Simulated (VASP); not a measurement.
# Al (P6_3/mmc) in VASP: a series of runs

One crystal, Al, is run at these levels: PBEsol; tasks: single point.

Everything below comes from runs of VASP 6.6.1. Logs are shortened: lines on timing, memory, paths and dates and some standing lists are left out, and cuts for length are marked.

### 1 The cell of the first run

Symmetry: P6_3/mmc, No. 194, hexagonal system. Conventional cell: a = 2.812 Å, b = 2.812 Å, c = 4.624 Å, α = 90.00°, β = 90.00°, γ = 120.00°. Al (site symmetry -6m2) has 12 Al at 2.81 to 2.83 Å as nearest neighbours.

This isn't the form of Al at room conditions, which is fcc.

### 2 Single point, PBEsol (strain +0.000 along x and y, -0.050 along z, atoms carried along)

INCAR

```
SYSTEM = Al
PREC = Accurate
ENCUT = 520
EDIFF = 1E-6
ISMEAR = 0
SIGMA = 0.15
LREAL = .False.
LASPH = .True.
NELM = 100
ALGO = Normal
ISIF = 2
LWAVE = .False.
LCHARG = .False.
GGA = PS
NBANDS = 10
```

KPOINTS

```
Automatic mesh
0
Gamma
  21 21 10
  0 0 0
```

POSCAR

```
Al
1.0
    2.8124553515      0.0000000000      0.0000000000
   -1.4062276757      2.4356577814      0.0000000000
    0.0000000000      0.0000000000      4.6235075000
Al
2
Direct
    0.6666666667      0.3333333333      0.7500000000
    0.3333333333      0.6666666667      0.2500000000
```

Potentials or basis: VASP PAW PBE potentials, release 64 (Al).

Launch:

```console
$ cat potpaw_PBE.64/Al/POTCAR > POTCAR
$ mpirun -np 1 vasp_std > vasp.out
```

OUTCAR:

```text
SYSTEM = Al
   PREC = Accurate
   ENCUT = 520
   EDIFF = 1E-6
   ISMEAR = 0
   LREAL = .False.
   LASPH = .True.
   NELM = 100
   ISIF = 2
   GGA = PS

 ion  position               nearest neighbor table
   1  0.667  0.333  0.750-   2 2.83   2 2.83   2 2.83   2 2.83   2 2.83   2 2.83
   2  0.333  0.667  0.250-   1 2.83   1 2.83   1 2.83   1 2.83   1 2.83   1 2.83

  LATTYP: Found a hexagonal cell.
 ALAT       =     2.8124553515
 C/A-ratio  =     1.6439398754

  Lattice vectors:

 A1 = (   2.8124553515,   0.0000000000,   0.0000000000)
 A2 = (  -1.4062276757,   2.4356577814,   0.0000000000)
 A3 = (   0.0000000000,   0.0000000000,   4.6235075000)

Analysis of symmetry for initial positions (statically):
=====================================================================
 Subroutine PRICEL returns:
 Original cell was already a primitive cell.

 Routine SETGRP: Setting up the symmetry group for a
 hexagonal supercell.

 Subroutine GETGRP returns: Found 24 space group operations
 (whereof 12 operations were pure point group operations)
 out of a pool of 24 trial point group operations.

The static configuration has the point symmetry D_3d.
 The point group associated with its full space group is D_6h.

Analysis of symmetry for dynamics (positions and initial velocities):
=====================================================================
 Subroutine PRICEL returns:
 Original cell was already a primitive cell.

 Routine SETGRP: Setting up the symmetry group for a
 hexagonal supercell.

 Subroutine GETGRP returns: Found 24 space group operations
 (whereof 12 operations were pure point group operations)
 out of a pool of 24 trial point group operations.

The dynamic configuration has the point symmetry D_3d.
 The point group associated with its full space group is D_6h.

 Subroutine INISYM returns: Found 24 space group operations
 (whereof 12 operations are pure point group operations),
 and found     1 'primitive' translations

----------------------------------------------------------------------------------------

                                     Primitive cell

  volume of cell :      31.6719

  direct lattice vectors                    reciprocal lattice vectors
     2.812455352  0.000000000  0.000000000     0.355561200  0.205283355  0.000000000
    -1.406227676  2.435657781  0.000000000     0.000000000  0.410566709  0.000000000
     0.000000000  0.000000000  4.623507500     0.000000000  0.000000000  0.216286012

  length of vectors
     2.812455352  2.812455351  4.623507500     0.410566709  0.410566709  0.216286012
[... 90 lines left out ...]
   TEBEG  =    0.0;   TEEND  =   0.0 temperature during run
   PSTRESS=    0.0 pullay stress
   NELECT =       6.0000    total number of electrons
   NUPDOWN=      -1.0000    fix difference up-down
   EMIN   =  10.00;   EMAX   =-10.00  energy-range for DOS
   EFERMI =   0.00;   METHOD = LEGACY
   ISMEAR =     0;   SIGMA  =   0.15  broadening in eV -4-tet -1-fermi 0-gaus
   EFERMI_NEDOS =   21; number of points for ismear=-14 and -15
   IALGO  =     38    algorithm
   IMIX   =      4    mixing-type and parameters
     AMIX     =   0.40;   BMIX     =  1.00
     AMIX_MAG =   1.60;   BMIX_MAG =  1.00
  volume/ion in A,a.u.               =      15.84       106.87
  Fermi-wavevector in a.u.,A,eV,Ry     =   0.940230  1.776777 12.027991  0.884032
  Thomas-Fermi vector in A             =   2.067621
   LORBIT       =      0    0 simple, 1 ext, 2 COOP (PROOUT), +10 PAW based schemes
   GGA     = PS    functional components
   LHFCALC =     F    Hartree Fock is set to
   AEXX    =    0.0000 exact exchange contribution
   IVDW    =     0    specifies the selected vdW correction
   LEPSILON=     F    determine dielectric tensor
   LRPA    =     F    only Hartree local field effects (RPA)
 non-spin polarized calculation
 Gauss-broadening in eV      SIGMA  =   0.15
  energy-cutoff  :      520.00
  volume of cell :       31.67
 maximum number of plane-waves:       866
 NGX is ok and might be reduce to    24
   NGX = 11   NGY = 11   NGZ = 17

 number of electron       6.0000000 magnetization

 Free energy of the ion-electron system (eV)
  ---------------------------------------------------
  ext. energy  EPLUGINS =         0.00000000
  ---------------------------------------------------
  free energy    TOTEN  =        -8.11252790 eV

  energy without entropy =       -8.10149196  energy(sigma->0) =       -8.10700993

 E-fermi :   8.3960     XC(G=0): -10.4088

 val. band max:        8.3866823579   @ k =   0.2857   0.0952   0.3000
 cond. band min:       8.4034876966   @ k =   0.2857   0.2857   0.1000
 fundamental gap:      0.0168053386
 Fermi energy:         8.3959990739

 k-point     1 :       0.0000    0.0000    0.0000
  band No.  band energies     occupation
      1      -3.0348      2.00000
      2       3.5909      2.00000
      3       3.8646      2.00000
      4      19.3935      0.00000
      5      19.3935      0.00000
      6      19.6608      0.00000
      7      19.6608      0.00000
      8      20.5925      0.00000
      9      22.8941      0.00000
     10      22.9971      0.00000
[... 287 lines left out ...]
 k-point    24 :       0.1905    0.0952    0.0000
  band No.  band energies     occupation
      1      -1.4609      2.00000
      2       5.0552      2.00000
      3       5.3676      2.00000
      4      11.0965      0.00000
      5      13.2000      0.00000
      6      17.0969      0.00000
      7      17.4161      0.00000
      8      19.5492      0.00000
      9      19.6033      0.00000
     10      19.9445      0.00000

 [... further k-points ...]

------------------------ aborting loop because EDIFF is reached ----------------------------------------

  FORCE on cell =-STRESS in cart. coord.  units (eV):
  Direction    XX          YY          ZZ          XY          YZ          ZX
  --------------------------------------------------------------------------------------
  -------------------------------------------------------------------------------------
  Total        0.5144259      0.5144259      0.4879592      0.0000000     -0.0000000      0.0000000
  in kB       26.0231553     26.0231553     24.6842865      0.0000000     -0.0000000      0.0000000
  external PRESSURE =      25.5768657 kB  Pullay stress =       0.0000000 kB

 VOLUME and BASIS-vectors are now :
 -----------------------------------------------------------------------------
  energy-cutoff  :      520.00
  volume of cell :       31.67
      direct lattice vectors                 reciprocal lattice vectors
     2.812455352  0.000000000  0.000000000     0.355561200  0.205283355  0.000000000
    -1.406227676  2.435657781  0.000000000     0.000000000  0.410566709  0.000000000
     0.000000000  0.000000000  4.623507500     0.000000000  0.000000000  0.216286012

 POSITION                                       TOTAL-FORCE (eV/Angst)
 -----------------------------------------------------------------------------------
      1.40623      0.81189      3.46763        -0.000000      0.000000      0.000000
     -0.00000      1.62377      1.15588         0.000000     -0.000000      0.000000
 -----------------------------------------------------------------------------------
    total drift:                               -0.000000      0.000000     -0.000000

  FREE ENERGIE OF THE ION-ELECTRON SYSTEM (eV)
  ---------------------------------------------------
  free  energy   TOTEN  =        -8.1125279033 eV

  energy  without entropy=       -8.1014919633  energy(sigma->0) =       -8.10700993
```

OSZICAR:

```text
N       E                     dE             d eps       ncg     rms          rms(c)
DAV:   1    -0.677617372049E+00   -0.67762E+00   -0.23339E+03  5760   0.475E+02
DAV:   2    -0.801053973525E+01   -0.73329E+01   -0.70302E+01  7546   0.555E+01
DAV:   3    -0.817319293872E+01   -0.16265E+00   -0.16102E+00  7596   0.653E+00
DAV:   4    -0.817381442281E+01   -0.62148E-03   -0.62143E-03  6872   0.456E-01
DAV:   5    -0.817381946476E+01   -0.50420E-05   -0.50428E-05  7016   0.425E-02    0.205E+00
DAV:   6    -0.813702845980E+01    0.36791E-01   -0.43148E-03  6464   0.313E-01    0.116E+00
DAV:   7    -0.811269570083E+01    0.24333E-01   -0.10837E-02  6156   0.477E-01    0.205E-01
DAV:   8    -0.811253042908E+01    0.16527E-03   -0.14273E-04  8064   0.673E-02    0.290E-02
DAV:   9    -0.811252858898E+01    0.18401E-05   -0.10018E-06  6316   0.594E-03    0.224E-03
DAV:  10    -0.811252790333E+01    0.68564E-06   -0.41022E-08  3678   0.109E-03
   1 F= -.81125279E+01 E0= -.81070099E+01  d E =-.110359E-01
```

stdout:

```text
POSCAR found type information on POSCAR Al
 POSCAR found :  1 types and       2 ions
 scaLAPACK will be used
 -----------------------------------------------------------------------------
|                                                                             |
|                                                                             |
|     You enforced a specific xc type in the INCAR file but a different       |
|     I HOPE YOU KNOW WHAT YOU ARE DOING!                                     |
|                                                                             |
 -----------------------------------------------------------------------------

 LDA part: xc-table for (Slater+PW92), standard interpolation
 POSCAR, INCAR and KPOINTS ok, starting setup
 FFT: planning ... GRIDC
 FFT: planning ... GRID_SOFT
 FFT: planning ... GRID
 WAVECAR not read
 entering main loop
```

Wall time 44 s (1 thread of Intel Xeon Platinum 8488C (Sapphire Rapids), shared host); peak memory 0.19 GiB.

What came out:

| Item | Value |
| --- | --- |
| Free energy | -8.1125 eV |
| Pressure | 2.6 GPa |
| Band gap on the k mesh | none (metal or under the smearing width) |

Stress tensor (GPa, compression positive):
```
2.60 0.00 0.00
0.00 2.60 0.00
0.00 0.00 2.47
```

Caveat: the PAW data sets were made with another functional, which shifts forces and pressure a little.

[end of part 1 of 2]
